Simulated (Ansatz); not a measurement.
## Ti: enthalpy against pressure

Ti, P6_3/mmc, a = 2.900 Å, c = 4.591 Å. Ansatz: PBEsol, PAW, 420 eV, Γ-centred 18×18×10 mesh on 2 atoms, Gaussian smearing 0.10 eV; no spin polarisation. Cell and atoms are relaxed at each pressure, and no other structure is tried, so the rows at high pressure may lie past a change of phase. y is the enthalpy over the state at zero pressure; there V0 = 16.724 Å³/atom. The pressures are the targets, met within 0.02 GPa.

```tsv
P (GPa)	y (eV/atom)
-3.0	-0.3172
0.0	0.0000
3.0	0.3094
8.0	0.8096
15.0	?
30.0	2.8362
60.0	5.2814
```

Q: Fit y = c1 P + c2 P² + c3 P³ to the other rows, say what c1 and c2 mean, and predict the missing value.

A: Least squares on the rows shown. y = 0.10419 P − 0.00037440 P² + 1.7482×10⁻⁶ P³. Since dH/dP = V, c1 is V0: 0.10419 eV/GPa × 160.2 = 16.691 Å³ against 16.724; c2 = −V0/(2B0) gives B0 = 139 GPa, where a Birch–Murnaghan fit to the volumes of the same runs (not shown) gives 120 GPa: a cubic over this range folds the higher terms into c2. At P = 15.0 the fit asked for gives 1.4845 eV/atom. The run gave 1.4823 eV/atom, so the fit is 0.0022 eV/atom too high, 0.039 % of the span of the series, against an rms of 0.0007 eV/atom on the fitted rows. With a term in P⁴ added, a fit to the same known rows predicts 1.4817 eV/atom, so most of the miss is curvature that the known rows already hold.